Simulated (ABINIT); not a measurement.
AlAu: equation of state with LDA

Crystal: AlAu.

```
Au Al
1.0
     3.22394    0.00000    0.00000
     0.00000    3.22394    0.00000
     0.00000    0.00000    3.22394
Au Al
1 1
Direct
  0.50000 0.50000 0.50000
  0.00000 0.00000 0.00000
```

The cell comes from a database or a generator and needn't be the stable form of this composition.

```
Program             : ABINIT 10.8.3 (patched build)
Task                : equation of state
Functional          : LDA
Potentials or basis : JTH PAW LDA v2.0
Cutoff              : 544 eV
k mesh              : 8 × 8 × 8
Occupations         : fermi-dirac, width 0.05 eV
Spin                : no spin polarisation
Fine-grid cutoff    : 1088.46 eV
```

* Equilibrium volume: 15.62 Å³/atom (rough: see the caveat)
* Bulk modulus: 143 GPa (rough)

Energy against volume, from the lowest point:
```tsv
volume (Å³/atom)	energy (meV/atom)
15.749	0.00
16.084	5.25
16.419	15.68
16.755	30.53
17.090	49.00
17.425	70.50
17.760	94.80
```

Run time: 3.7 min on 1 thread of AMD EPYC 7R43 64-Core Processor (Zen 3) (shared host), peak memory 0.11 GiB.

Caveat: pressures at fixed basis lie under the slope of the energies; the minimum lies outside the volumes run. Spin-orbit coupling is left out, which matters for the levels of Au.
